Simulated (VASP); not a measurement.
# WC (P-6m2) in VASP: further runs, part 3 of 3

VASP 6.6.1. Earlier steps stand in the parts before.

## Step 4: Single point, PBE

File INCAR:

```
SYSTEM = WC
ALGO     = Fast           ! electronic algorithm
EDIFF    = 1E-7           ! SCF threshold, eV
ENCUT    = 600            ! plane-wave cutoff, eV
GGA      = PE             ! functional
ISIF     = 2              ! what is computed and relaxed
ISMEAR   = 0              ! smearing method
LASPH    = .True.         ! aspherical terms in the spheres
LCHARG   = .False.        ! write CHGCAR
LREAL    = .False.        ! projectors in reciprocal space
LWAVE    = .False.        ! write WAVECAR
NELM     = 100            ! most SCF steps
PREC     = Accurate       ! precision mode
SIGMA    = 0.1            ! smearing width, eV
```

File KPOINTS:

```
k-points
0
Gamma
  12 12 10
  0 0 0
```

File POSCAR:

```
WC
1.0
    2.9065000000      0.0000000000      0.0000000000
   -1.4532500000      2.5171028400      0.0000000000
    0.0000000000      0.0000000000      2.8366000000
W C
1 1
Direct
    0.0000000000      0.0000000000      0.0000000000
    0.6666666700      0.3333333300      0.5000000000
```

Potentials or basis: VASP PAW PBE potentials, release 64 (W_sv, C).

Started as:

```console
> cat potpaw_PBE.64/W_sv/POTCAR potpaw_PBE.64/C/POTCAR > POTCAR
> mpirun -np 1 vasp_std > vasp.out
```

OUTCAR:

```text
SYSTEM = WC
   EDIFF = 1E-7
   ENCUT = 600
   GGA = PE
   ISIF = 2
   ISMEAR = 0
   LASPH = .True.
   LREAL = .False.
   NELM = 100
   PREC = Accurate

 ion  position               nearest neighbor table
   1  0.000  0.000  0.000-   2 2.20   2 2.20   2 2.20   2 2.20   2 2.20   2 2.20
   2  0.667  0.333  0.500-   1 2.20   1 2.20   1 2.20   1 2.20   1 2.20   1 2.20

  LATTYP: Found a hexagonal cell.
 ALAT       =     2.9065000000
 C/A-ratio  =     0.9759504559

  Lattice vectors:

 A1 = (   2.9065000000,   0.0000000000,   0.0000000000)
 A2 = (  -1.4532500000,   2.5171028400,   0.0000000000)
 A3 = (   0.0000000000,   0.0000000000,   2.8366000000)

Analysis of symmetry for initial positions (statically):
=====================================================================
 Subroutine PRICEL returns:
 Original cell was already a primitive cell.

 Routine SETGRP: Setting up the symmetry group for a
 hexagonal supercell.

 Subroutine GETGRP returns: Found 12 space group operations
 (whereof 12 operations were pure point group operations)
 out of a pool of 24 trial point group operations.

The static configuration has the point symmetry D_3h.

Analysis of symmetry for dynamics (positions and initial velocities):
=====================================================================
 Subroutine PRICEL returns:
 Original cell was already a primitive cell.

 Routine SETGRP: Setting up the symmetry group for a
 hexagonal supercell.

 Subroutine GETGRP returns: Found 12 space group operations
 (whereof 12 operations were pure point group operations)
 out of a pool of 24 trial point group operations.

The dynamic configuration has the point symmetry D_3h.

 Subroutine INISYM returns: Found 12 space group operations
 (whereof 12 operations are pure point group operations),
 and found     1 'primitive' translations

----------------------------------------------------------------------------------------

                                     Primitive cell

  volume of cell :      20.7525

  direct lattice vectors                    reciprocal lattice vectors
     2.906500000  0.000000000  0.000000000     0.344056425  0.198641069  0.000000000
    -1.453250000  2.517102840  0.000000000     0.000000000  0.397282139  0.000000000
     0.000000000  0.000000000  2.836600000     0.000000000  0.000000000  0.352534725

  length of vectors
     2.906500000  2.906500003  2.836600000     0.397282139  0.397282139  0.352534725

  position of ions in fractional coordinates (direct lattice)
     0.000000000  0.000000000  0.000000000
     0.666666670  0.333333330  0.500000000

  ion indices of the primitive-cell ions
   primitive index   ion index
                 1           1
                 2           2

----------------------------------------------------------------------------------------

 KPOINTS: k-points

Automatic generation of k-mesh.
 Grid dimensions read from file:
 generate k-points for:   12   12   10

 Generating k-lattice:

  Cartesian coordinates                     Fractional coordinates (reciprocal lattice)
     0.028671369  0.016553422  0.000000000     0.083333333  0.000000000  0.000000000
     0.000000000  0.033106845  0.000000000     0.000000000  0.083333333  0.000000000
     0.000000000  0.000000000  0.035253472     0.000000000  0.000000000  0.100000000

  Length of vectors
[... 41 lines left out ...]
   dimension x,y,z NGXF=    48 NGYF=   48 NGZF=   48
   ions per type =               1   1
   NGX,Y,Z   is equivalent  to a cutoff of  13.73, 13.73, 14.07 a.u.
   NGXF,Y,Z  is equivalent  to a cutoff of  27.46, 27.46, 28.13 a.u.
 SYSTEM =  WC
   PREC   = accura    normal or accurate (medium, high low for compatibility)
   ISTART =      0    job   : 0-new  1-cont  2-samecut
   ICHARG =      2    charge: 1-file 2-atom 10-const
   ISPIN  =      1    spin polarized calculation?
   LNONCOLLINEAR =      F non collinear calculations
   LSORBIT =      F    spin-orbit coupling
   LASPH  =      T    aspherical Exc in radial PAW
   ENCUT  =  600.0 eV  44.10 Ry    6.64 a.u.   5.81  5.81  5.67*2*pi/ulx,y,z
   NELM   =    100;   NELMIN=  2; NELMDL= -5     # of ELM steps
   EDIFF  = 0.1E-06   stopping-criterion for ELM
   LREAL  =      F    real-space projection
   EDIFFG = 0.1E-05   stopping-criterion for IOM
   NSW    =      0    number of steps for IOM
   IBRION =     -1    ionic relax: 0-MD 1-quasi-New 2-CG
   NFREE  =      0    steps in history (QN), initial steepest desc. (CG)
   ISIF   =      2    stress and relaxation
   ISYM   =      2    0-nonsym 1-usesym 2-fastsym
   POTIM  = 0.5000    time-step for ionic-motion
   TEBEG  =    0.0;   TEEND  =   0.0 temperature during run
   PSTRESS=    0.0 pullay stress
   NELECT =      18.0000    total number of electrons
   NUPDOWN=      -1.0000    fix difference up-down
   EMIN   =  10.00;   EMAX   =-10.00  energy-range for DOS
   EFERMI =   0.00;   METHOD = LEGACY
   ISMEAR =     0;   SIGMA  =   0.10  broadening in eV -4-tet -1-fermi 0-gaus
   EFERMI_NEDOS =   21; number of points for ismear=-14 and -15
   IALGO  =     68    algorithm
   IMIX   =      4    mixing-type and parameters
     AMIX     =   0.40;   BMIX     =  1.00
     AMIX_MAG =   1.60;   BMIX_MAG =  1.00
  volume/ion in A,a.u.               =      10.38        70.02
  Fermi-wavevector in a.u.,A,eV,Ry     =   1.561262  2.950358 33.164744  2.437540
  Thomas-Fermi vector in A             =   2.664353
   LORBIT       =      0    0 simple, 1 ext, 2 COOP (PROOUT), +10 PAW based schemes
   GGA     = PE    functional components
   LHFCALC =     F    Hartree Fock is set to
   AEXX    =    0.0000 exact exchange contribution
   IVDW    =     0    specifies the selected vdW correction
   LEPSILON=     F    determine dielectric tensor
   LRPA    =     F    only Hartree local field effects (RPA)
 non-spin polarized calculation
 RMM-DIIS sequential band-by-band and
 Gauss-broadening in eV      SIGMA  =   0.10
  energy-cutoff  :      600.00
  volume of cell :       20.75
 maximum number of plane-waves:       704
 NGX is ok and might be reduce to    24
   NGX = 11   NGY = 11   NGZ = 11

 number of electron      18.0000000 magnetization

 Free energy of the ion-electron system (eV)
  ---------------------------------------------------
  ext. energy  EPLUGINS =         0.00000000
  ---------------------------------------------------
  free energy    TOTEN  =       -22.44520917 eV

  energy without entropy =      -22.44408682  energy(sigma->0) =      -22.44464799

 E-fermi :  11.1465     XC(G=0): -13.8004

 val. band max:       10.9506479985   @ k =   0.4167   0.0833   0.5000
 cond. band min:      11.1499446083   @ k =   0.0000   0.0000   0.1000
 fundamental gap:      0.1992966098
 Fermi energy:        11.1464919086

 k-point     1 :       0.0000    0.0000    0.0000
  band No.  band energies     occupation
      1     -62.9299      2.00000
      2     -26.9109      2.00000
      3     -26.8077      2.00000
      4     -26.8077      2.00000
      5      -3.3726      2.00000
      6       6.7641      2.00000
      7       7.7457      2.00000
      8       7.7457      2.00000
      9      11.1656      0.78744
     10      14.3102      0.00000
     11      14.3102      0.00000
     12      16.7006      0.00000
     13      16.7006      0.00000
[... 354 lines left out ...]
  band No.  band energies     occupation
      1     -62.8825      2.00000
      2     -27.4156      2.00000
      3     -26.9441      2.00000
      4     -26.8971      2.00000
      5      -0.9338      2.00000
      6       4.8239      2.00000
      7       7.4022      2.00000
      8       8.5692      2.00000
      9       9.5145      2.00000
     10      13.3915      0.00000
     11      14.9047      0.00000
     12      16.3854      0.00000
     13      17.2491      0.00000

 [... further k-points ...]

------------------------ aborting loop because EDIFF is reached ----------------------------------------

  FORCE on cell =-STRESS in cart. coord.  units (eV):
  Direction    XX          YY          ZZ          XY          YZ          ZX
  --------------------------------------------------------------------------------------
  -------------------------------------------------------------------------------------
  Total        0.8651307      0.8651307      0.8870648      0.0000000     -0.0000000      0.0000000
  in kB       66.7917645     66.7917647     68.4851674      0.0000000     -0.0000000      0.0000000
  external PRESSURE =      67.3562322 kB  Pullay stress =       0.0000000 kB

 VOLUME and BASIS-vectors are now :
 -----------------------------------------------------------------------------
  energy-cutoff  :      600.00
  volume of cell :       20.75
      direct lattice vectors                 reciprocal lattice vectors
     2.906500000  0.000000000  0.000000000     0.344056425  0.198641069  0.000000000
    -1.453250000  2.517102840  0.000000000     0.000000000  0.397282139  0.000000000
     0.000000000  0.000000000  2.836600000     0.000000000  0.000000000  0.352534725

 POSITION                                       TOTAL-FORCE (eV/Angst)
 -----------------------------------------------------------------------------------
      0.00000      0.00000      0.00000        -0.000000      0.000000      0.000000
      1.45325      0.83903      1.41830         0.000000      0.000000      0.000000
 -----------------------------------------------------------------------------------
    total drift:                               -0.000003      0.000002     -0.000000

  FREE ENERGIE OF THE ION-ELECTRON SYSTEM (eV)
  ---------------------------------------------------
  free  energy   TOTEN  =       -22.4452091670 eV

  energy  without entropy=      -22.4440868186  energy(sigma->0) =      -22.44464799
```

Run time: 20 s. Hardware: 1 thread of Intel Xeon Platinum 8488C (Sapphire Rapids), shared host; peak memory 0.17 GiB.

What came out:

```
Free energy            : -22.4452 eV
Pressure               : 6.7 GPa
Band gap on the k mesh : none (metal or under the smearing width)
```

Spin-orbit coupling is left out, which matters for the levels of W.

## Step 5: Single point, PBE

Changes to INCAR since step 4:

```diff
@@ -3,3 +3,3 @@
 EDIFF    = 1E-7           ! SCF threshold, eV
-ENCUT    = 600            ! plane-wave cutoff, eV
+ENCUT    = 700            ! plane-wave cutoff, eV
 GGA      = PE             ! functional
```

KPOINTS is that of step 4.

POSCAR is that of step 4.

Started as:

```console
> cat potpaw_PBE.64/W_sv/POTCAR potpaw_PBE.64/C/POTCAR > POTCAR
> mpirun -np 1 vasp_std > vasp.out
```

Run time: 38 s. Hardware: 1 thread of Intel Xeon Platinum 8488C (Sapphire Rapids), shared host; peak memory 0.19 GiB.

The run converged. Its results:

| Property | Result |
| --- | --- |
| Free energy | -22.4476 eV |
| Pressure | 6.7 GPa |
| Band gap on the k mesh | none (metal or under the smearing width) |

Stress tensor (GPa, compression positive):
```
6.65 0.00 0.00
0.00 6.65 0.00
0.00 0.00 6.82
```

Levels at points of the mesh, in eV from the Fermi level:
```
           k point  band 7  band 8  band 9  band 10  band 11  band 12
(0.00, 0.00, 0.00)   -3.40   -3.40    0.02     3.16     3.16     5.55
(0.50, 0.00, 0.00)   -3.69   -3.64   -0.54     2.27     4.46     4.82
(0.00, 0.00, 0.50)   -2.09   -2.09   -0.65    -0.65     3.60     4.45
(0.50, 0.00, 0.50)   -4.39   -4.26    0.22     4.36     5.23     6.57
```

## Step 6: Overview

| cutoff (eV) | gap on the mesh (eV) | pressure (GPa) |
| --- | --- | --- |
| 450 | none | - |
| 520 | none | 6.8 |
| 600 | none | 6.7 |
| 700 | none | 6.7 |

Alike in all rows: task single point; level PBE; potentials or basis VASP PAW PBE potentials, release 64 (W_sv, C); no spin polarisation; cell as given; k mesh 12 × 12 × 10; smearing gaussian 0.1 eV.

Every run on the cell as given and a fine mesh finds a metal.

Caveats: the cutoff is under 1.25 times the usual one of these potentials, so pressure, stress and relaxed cells hold a basis-set (Pulay) error (some runs).

Total energies depend on the potentials used, so only differences within one code and one set of settings carry meaning.
